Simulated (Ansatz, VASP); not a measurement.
**Ru: VASP beside Ansatz**

INCAR

```
SYSTEM = Ru
  PREC = Accurate
  ENCUT = 520
  EDIFF = 1E-8
  ISMEAR = -1
  SIGMA = 0.03
  LREAL = .False.
  LASPH = .True.
  NELM = 100
  ALGO = Normal
  ISIF = 2
  LWAVE = .False.
  LCHARG = .False.
  GGA = PE
  LEFG = .True.
  NBANDS = 21
```

KPOINTS

```
regular mesh
0
Gamma
  10 10 10
  0 0 0
```

The input POSCAR:

```
Ru
1.0
    0.0000000000      2.7546714845      2.6724459283
    2.7546714845      0.0000000000      2.6724459283
    2.7546714845      2.7546714845      0.0000000000
Ru
2
Direct
    0.0000000000      0.0000000000      0.0000000000
    0.2500000000      0.2500000000      0.2500000000
```

Input for Ansatz:

```yaml
crystal:
  lattice:
    - [0.0, 2.7546714845, 2.6724459283]
    - [2.7546714845, 0.0, 2.6724459283]
    - [2.7546714845, 2.7546714845, 0.0]
  atoms:
    - { symbol: Ru, position: [0.0, 0.0, 0.0] }
    - { symbol: Ru, position: [0.25, 0.25, 0.25] }
kpoints:
  mp_grid: { grid: [10, 10, 10] }
scf:
  occupations: { method: fermi_dirac, width: 0.03 }
hamiltonian:
  xc: pbe
  pseudopotentials: { kind: all_electron, datasets: crystal }
output:
  forces: true
  stress: true
  eigenvalues: true
  efg: { contact_densities: true }
```

Change from the starting cell: z stretched by -2 % at fixed volume, crystal datasets.

Alike in both runs: task electric field gradients; functional PBE; k mesh 10 × 10 × 10; occupations fermi-dirac, width 0.03 eV; no spin polarisation.

|  | VASP | Ansatz |
| --- | --- | --- |
| version | VASP 6.6.1 | Ansatz 0.2.0 |
| potentials or method | VASP PAW PBE potentials, release 64 (Ru_pv) | all-electron PAW with datasets made for the crystal, scalar-relativistic |
| plane-wave cutoff (eV) | 520 | see its input |

|  | VASP | Ansatz | Ansatz less VASP |
| --- | --- | --- | --- |
| pressure (GPa) | 0.2 | -0.1 | -0.24 |
| largest component of the traceless stress (GPa) | 0.28 | 0.29 | +0.011 |
| Vzz of the field gradient on the site that differs most (V/Å²) | 4.2 | 2.3 | -1.89 |

Ansatz ran all-electron here, so the differences hold the error of VASP's frozen core and of both bases. Ansatz warned: «gradients_without_spin_orbit».
